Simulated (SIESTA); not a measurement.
Rb: relaxation of the atoms with PBE

Rb, a slab with vacuum:

```
Rb
1.0
     4.99157    0.00000    0.00000
    -2.00353    4.57183    0.00000
     0.00000    0.00000   23.35662
Rb
3
Cartesian
  1.4940 2.2859 7.5000
  0.0000 0.0000 11.6783
  1.4940 2.2859 15.8566
```

```yaml
Program: SIESTA 5.4.2
Task: relaxation of the atoms
Functional: PBE
Potentials_or_basis: PseudoDojo 0.4 standard (PBE files)
Basis: DZP (energy shift 0.003 Ry; two zetas on semicore shells; d shell added on Rb)
Grid_cutoff: 500 Ry
Energy_shift: 0.003 Ry
k_mesh: 6 × 6 × 1
Occupations: fermi-dirac, width 0.05 eV
Spin: no spin polarisation
dipole_correction: yes
force_tolerance: 0.01 eV/Å
Fixed: "[0]"
```

* Energy gained by relaxing: 2.2 meV/atom
* Ionic steps: 10
* Band gap on the k mesh: none (metal or under the smearing width)

Stress tensor (GPa, compression positive):
```
-0.14 -0.01  0.00
-0.01 -0.15  0.00
 0.00  0.00  0.00
```

Step by step:
| step | energy change (eV) | largest force (eV/Å) | pressure (GPa) |
| --- | --- | --- | --- |
| 1 | 0.0000 | 0.0390 | -0.14 |
| 2 | 0.0000 | 0.0390 | -0.14 |
| 3 | -0.0040 | 0.0361 | -0.12 |
| 4 | -0.0040 | 0.0351 | -0.12 |
| 5 | -0.0042 | 0.0347 | -0.12 |
| 6 | -0.0045 | 0.0330 | -0.12 |
| 7 | -0.0051 | 0.0279 | -0.12 |
| 8 | -0.0060 | 0.0183 | -0.12 |
| 9 | -0.0065 | 0.0145 | -0.11 |
| 10 | -0.0066 | 0.0062 | -0.10 |

Final structure:
```yaml
crystal:
  lattice:
    - [4.99157, 0.00000, 0.00000]
    - [-2.00353, 4.57183, 0.00000]
    - [0.00000, 0.00000, 23.35662]
  atoms:
    - { symbol: Rb, position: [0.50000, 0.50000, 0.32111] }
    - { symbol: Rb, position: [0.00000, 0.00000, 0.49182] }
    - { symbol: Rb, position: [0.50000, 0.50000, 0.66386] }
```

Levels at points of the mesh, in eV from the Fermi level:
| k point | band 11 | band 12 | band 13 | band 14 | band 15 | band 16 |
| --- | --- | --- | --- | --- | --- | --- |
| (0.00, 0.00, 0.00) | -12.94 | -12.92 | -1.80 | -1.28 | -0.43 | 0.94 |
| (0.50, 0.00, 0.00) | -12.95 | -12.94 | 0.14 | 0.20 | 0.42 | 0.86 |
| (0.00, 0.50, 0.00) | -12.95 | -12.94 | 0.14 | 0.20 | 0.42 | 0.86 |
| (0.50, 0.50, 0.00) | -12.96 | -12.95 | 0.33 | 0.71 | 0.95 | 1.04 |

It took 4.3 min on 1 thread of Arm Neoverse V1 (shared host), peak memory 0.38 GiB.

Caveat: the basis of atomic orbitals isn't converged, which shifts pressures, moduli and gaps.
